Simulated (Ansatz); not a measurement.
# SnO2: the cost of one run

Program: Ansatz 0.2.0. Level of theory: DFT PBE, scalar-relativistic, plane waves, PAW. These are calculated values, not measurements.

**1. The structure to begin with**

The structure is orthorhombic, space group Pbcn (No. 60). Conventional cell: a = 4.735 Å, b = 5.751 Å, c = 5.247 Å, α = 90.00°, β = 90.00°, γ = 90.00°. Sn (site symmetry 2) is surrounded by 6 O at 2.04 to 2.11 Å. Around O (site symmetry 1) lie 3 Sn at 2.04 to 2.11 Å.

As a file:

```
Sn O
1.0
    -4.73515    5.75091    5.24711
     4.73515   -5.75091    5.24711
     4.73515    5.75091   -5.24711
Sn O
16 32
Direct
  0.70772 0.12500 0.08272
  0.20772 0.62500 0.08272
  0.20772 0.12500 0.58272
  0.70772 0.62500 0.58272
  0.54228 0.12500 0.41728
  0.04228 0.62500 0.41728
  0.04228 0.12500 0.91728
  0.54228 0.62500 0.91728
  0.29228 0.37500 0.41728
  0.79228 0.87500 0.41728
  0.79228 0.37500 0.91728
  0.29228 0.87500 0.91728
  0.45772 0.37500 0.08272
  0.95772 0.87500 0.08272
  0.95772 0.37500 0.58272
  0.45772 0.87500 0.58272
  0.84286 0.40445 0.16871
  0.34286 0.90445 0.16871
  0.34286 0.40445 0.66871
  0.84286 0.90445 0.66871
  0.90714 0.07585 0.06159
  0.40714 0.57585 0.06159
  0.40714 0.07585 0.56159
  0.90714 0.57585 0.56159
  0.73574 0.17415 0.33129
  0.23574 0.67415 0.33129
  0.23574 0.17415 0.83129
  0.73574 0.67415 0.83129
  0.51426 0.34555 0.43841
  0.01426 0.84555 0.43841
  0.01426 0.34555 0.93841
  0.51426 0.84555 0.93841
  0.48574 0.15445 0.06159
  0.98574 0.65445 0.06159
  0.98574 0.15445 0.56159
  0.48574 0.65445 0.56159
  0.26426 0.32585 0.16871
  0.76426 0.82585 0.16871
  0.76426 0.32585 0.66871
  0.26426 0.82585 0.66871
  0.09286 0.42415 0.43841
  0.59286 0.92415 0.43841
  0.59286 0.42415 0.93841
  0.09286 0.92415 0.93841
  0.15714 0.09555 0.33129
  0.65714 0.59555 0.33129
  0.65714 0.09555 0.83129
  0.15714 0.59555 0.83129
```

The runs take a perfect supercell of 48 atoms; the defect goes to fractional position (0.708, 0.125, 0.083).

**2. The perfect supercell**

Input file input.yaml:

```yaml
crystal:
  lattice:
    - [-4.735146, 5.750912, 5.247114]
    - [4.735146, -5.750912, 5.247114]
    - [4.735146, 5.750912, -5.247114]
  atoms:
    - { symbol: Sn, position: [0.707724, 0.125, 0.082724] }
    - { symbol: Sn, position: [0.207724, 0.625, 0.082724] }
    - { symbol: Sn, position: [0.207724, 0.125, 0.582724] }
    - { symbol: Sn, position: [0.707724, 0.625, 0.582724] }
    - { symbol: Sn, position: [0.542276, 0.125, 0.417276] }
    - { symbol: Sn, position: [0.042276, 0.625, 0.417276] }
    - { symbol: Sn, position: [0.042276, 0.125, 0.917276] }
    - { symbol: Sn, position: [0.542276, 0.625, 0.917276] }
    - { symbol: Sn, position: [0.292276, 0.375, 0.417276] }
    - { symbol: Sn, position: [0.792276, 0.875, 0.417276] }
    - { symbol: Sn, position: [0.792276, 0.375, 0.917276] }
    - { symbol: Sn, position: [0.292276, 0.875, 0.917276] }
    - { symbol: Sn, position: [0.457724, 0.375, 0.082724] }
    - { symbol: Sn, position: [0.957724, 0.875, 0.082724] }
    - { symbol: Sn, position: [0.957724, 0.375, 0.582724] }
    - { symbol: Sn, position: [0.457724, 0.875, 0.582724] }
    - { symbol: O, position: [0.842864, 0.404454, 0.168714] }
    - { symbol: O, position: [0.342864, 0.904454, 0.168714] }
    - { symbol: O, position: [0.342864, 0.404454, 0.668714] }
    - { symbol: O, position: [0.842864, 0.904454, 0.668714] }
    - { symbol: O, position: [0.907136, 0.075851, 0.061591] }
    - { symbol: O, position: [0.407136, 0.575851, 0.061591] }
    - { symbol: O, position: [0.407136, 0.075851, 0.561591] }
    - { symbol: O, position: [0.907136, 0.575851, 0.561591] }
    - { symbol: O, position: [0.73574, 0.174149, 0.331286] }
    - { symbol: O, position: [0.23574, 0.674149, 0.331286] }
    - { symbol: O, position: [0.23574, 0.174149, 0.831286] }
    - { symbol: O, position: [0.73574, 0.674149, 0.831286] }
    - { symbol: O, position: [0.51426, 0.345546, 0.438409] }
    - { symbol: O, position: [0.01426, 0.845546, 0.438409] }
    - { symbol: O, position: [0.01426, 0.345546, 0.938409] }
    - { symbol: O, position: [0.51426, 0.845546, 0.938409] }
    - { symbol: O, position: [0.48574, 0.154454, 0.061591] }
    - { symbol: O, position: [0.98574, 0.654454, 0.061591] }
    - { symbol: O, position: [0.98574, 0.154454, 0.561591] }
    - { symbol: O, position: [0.48574, 0.654454, 0.561591] }
    - { symbol: O, position: [0.26426, 0.325851, 0.168714] }
    - { symbol: O, position: [0.76426, 0.825851, 0.168714] }
    - { symbol: O, position: [0.76426, 0.325851, 0.668714] }
    - { symbol: O, position: [0.26426, 0.825851, 0.668714] }
    - { symbol: O, position: [0.092864, 0.424149, 0.438409] }
    - { symbol: O, position: [0.592864, 0.924149, 0.438409] }
    - { symbol: O, position: [0.592864, 0.424149, 0.938409] }
    - { symbol: O, position: [0.092864, 0.924149, 0.938409] }
    - { symbol: O, position: [0.157136, 0.095546, 0.331286] }
    - { symbol: O, position: [0.657136, 0.595546, 0.331286] }
    - { symbol: O, position: [0.657136, 0.095546, 0.831286] }
    - { symbol: O, position: [0.157136, 0.595546, 0.831286] }
basis:
  ecutwfc: 420
  fft_grid_basis: typed
kpoints:
  mp_grid: { grid: [2, 2, 2] }
hamiltonian:
  xc: pbe
  pseudopotentials: { kind: paw }
scf:
  occupations: { method: gaussian, width: 0.05 }
output:
  forces: true
  stress: false
  eigenvalues: true
  bader: false
  write_density: true
  volumetric_format: npy
```

Command:

```sh
$ ansatz run input.yaml --threads 4 --pin off --max-ram 10240MiB --backend cpu --events-out ev --progress --plain --runs-dir out
```

**Question.** How long does this run take on 4 threads of Arm Neoverse N1, shared host, and how much memory does it need?

About 25 s, with a peak of 3.1 GiB.
